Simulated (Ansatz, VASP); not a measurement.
CaO in VASP and in Ansatz

INCAR

```
PREC = Accurate
ENCUT = 520
EDIFF = 1E-6
ISMEAR = 0
SIGMA = 0.05
LREAL = False
LASPH = True
NELM = 60
ALGO = Normal
ISIF = 2
LWAVE = False
LCHARG = False
GGA = PE
NBANDS = 15
```

KPOINTS

```
regular mesh
0
Gamma
  8 8 8
```

Contents of POSCAR:

```
CaO
1.0
    0.0000000000      2.4490000000      2.4490000000
    2.4490000000      0.0000000000      2.4490000000
    2.4490000000      2.4490000000      0.0000000000
Ca O
1 1
Direct
    0.0102082483      0.0102082483     -0.0102082483
    0.5000000000      0.5000000000      0.5000000000
```

Input for Ansatz:

```yaml
crystal:
  lattice:
    - [0.0, 2.449, 2.449]
    - [2.449, 0.0, 2.449]
    - [2.449, 2.449, 0.0]
  atoms:
    - { symbol: Ca, position: [0.0102082483, 0.0102082483, -0.0102082483] }
    - { symbol: O, position: [0.5, 0.5, 0.5] }
basis:
  ecutwfc: 420
kpoints:
  mp_grid: { grid: [8, 8, 8] }
hamiltonian:
  xc: pbe
scf:
  occupations: { method: gaussian, width: 0.05 }
output:
  forces: true
  stress: true
  eigenvalues: true
```

Change from the starting cell: all Ca atoms moved +0.050 Å, as atom 1 along Cartesian [0 0 1].

Alike in both runs: task single point; functional PBE; k mesh 8 × 8 × 8; occupations gaussian, width 0.05 eV; no spin polarisation.

```csv
,VASP,Ansatz
version,VASP 6.6.1,Ansatz 0.2.0
potentials or method,"VASP PAW PBE potentials, release 64 (Ca_sv, O)","scalar-relativistic, plane waves, PAW"
plane-wave cutoff (eV),520,420
valence electrons in the cell,16,16
```

```tsv
	VASP	Ansatz	Ansatz less VASP
gap on the k mesh at the Fermi level (eV)	3.65	3.67	+0.016
least direct gap on the mesh (eV)	4.03	4.05	+0.017
pressure (GPa)	-3.5	-3.9	-0.44
largest component of the traceless stress (GPa)	0.20	0.19	-0.010
rms of the force components (eV/Å)	0.067	0.063	-0.0038
```

Atom by atom the forces differ by 0.004 eV/Å (rms over components). The functional is the same, so the differences come from potentials, cutoffs and numerics.

A k mesh can miss the band edges.
